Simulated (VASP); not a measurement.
Runs of VASP 6.6.1 on LiF. It takes space group P4/mmm (No. 123, tetragonal). Conventional cell: a = 2.695 Å, b = 2.695 Å, c = 4.463 Å, α = 90.00°, β = 90.00°, γ = 90.00°. Around Li (site symmetry 4/mmm) lie 4 F at 1.91 Å. F (site symmetry 4/mmm) is surrounded by 4 Li at 1.91 Å. The cell was built by a generator and needn't be a form met in nature.

```csv
task,level,potentials or basis,cell,k mesh,cutoff (eV),smearing,mesh quality,gap on the mesh (eV),pressure (GPa),relaxed volume (Å³/atom)
Wannier functions by SCDM,LDA,"VASP PAW LDA potentials, release 64 (Li_sv, F)",as given,5 × 5 × 3,520,gaussian 0.01 eV,coarse,(a),-,-
relaxation of cell and atoms,LDA,"VASP PAW LDA potentials, release 64 (Li_sv, F)",relaxed,10 × 10 × 6,600,gaussian 0.05 eV,not flagged,6.04,0.0,11.58
single point,PBE,"VASP PAW PBE potentials, release 64 (Li_sv, F)",as given,10 × 10 × 6,520,fermi-dirac 0.05 eV,not flagged,(b),-,-
relaxation of cell and atoms,PBE,"VASP PAW PBE potentials, release 64 (Li_sv, F)",relaxed,10 × 10 × 6,600,gaussian 0.05 eV,not flagged,5.96,0.1,14.05
```

Alike in all rows: no spin polarisation.

**Question.** Fill in the values left out.

**Answer.** (a) 5.75; (b) 5.77.

Caveats: some runs use coarse meshes; the cutoff is under 1.25 times the usual one of these potentials, so pressure, stress and relaxed cells hold a basis-set (Pulay) error; the volume moved by over 15 % at a fixed basis, so the end points are rough (some runs).

A k mesh can miss the band edges.
